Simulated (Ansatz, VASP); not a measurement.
Zr in VASP and in Ansatz

```
Zr
1.0
    -1.84550    1.84550    1.84550
     1.84550   -1.84550    1.84550
     1.84550    1.84550   -1.84550
Zr
1
Direct
  0.00000 0.00000 0.00000
```

Change from the starting cell: volume scaled by 1.06.

Alike in both runs: task single point; functional PBE; k mesh 10 × 10 × 10; occupations fermi-dirac, width 0.05 eV; no spin polarisation.

```csv
,VASP,Ansatz
version,VASP 6.6.1,Ansatz 0.2.0
potentials or method,"VASP PAW PBE potentials, release 64 (Zr_sv), cutoff 520 eV","all-electron LAPW, scalar-relativistic"
```

|  | VASP | Ansatz | Ansatz less VASP |
| --- | --- | --- | --- |
| gap on the k mesh at the Fermi level (eV) | none | none | - |
| pressure (GPa) | -7.3 | -7.3 | -0.01 |

A gap of «none» marks a metal or a gap that the smearing closes. Ansatz ran all-electron here, so the differences hold the error of VASP's frozen core and of both bases.
